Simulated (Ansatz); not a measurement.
# Sn under compression and expansion

```
Sn
1.0
    -1.72654    1.77555    2.33834
     1.72654   -1.77555    2.33834
     1.72654    1.77555   -2.33834
Sn
1
Direct
  0.00000 0.00000 0.00000
```

The cell is the one relaxed in the Materials Project (mp-623511), not relaxed further here; entries there can be hypothetical.

No spin–orbit coupling, which matters for the heavy atoms here.

All numbers are computed: DFT, PBEsol, all-electron LAPW, scalar-relativistic (Ansatz 0.2.0); DFT, PBEsol, PAW with Ansatz's default frozen-core files, scalar-relativistic (Ansatz 0.2.0).

For LAPW: a Γ-centred 16×16×16 k mesh, Fermi–Dirac smearing of 0.03 eV, basis error target 1 meV/atom, no spin polarisation. PAW takes a cutoff of 420 eV at this cell (files made with PBE, cores remade for this functional). The Ansatz runs share mesh, smearing and spin set-up. Plane-wave (PAW) pressures include the program's estimate of the Pulay term.

The cell above is scaled evenly, with fractional coordinates and shape held.

| V/V(cell) | V (Å³/atom) | P, LAPW (GPa) | P, PAW (GPa) | free energy over the lowest listed, PAW (meV/atom) |
| --- | --- | --- | --- | --- |
| 0.9600 | 27.526 | -1.91 | -1.91 | 0.0 |
| 0.9800 | 28.100 | -2.79 | -2.79 | 8.5 |
| 1.0000 | 28.673 | -3.57 | -3.57 | 19.9 |
| 1.0200 | 29.247 | -4.27 | -4.28 | 33.9 |
| 1.0400 | 29.820 | -4.90 | -4.91 | 50.4 |
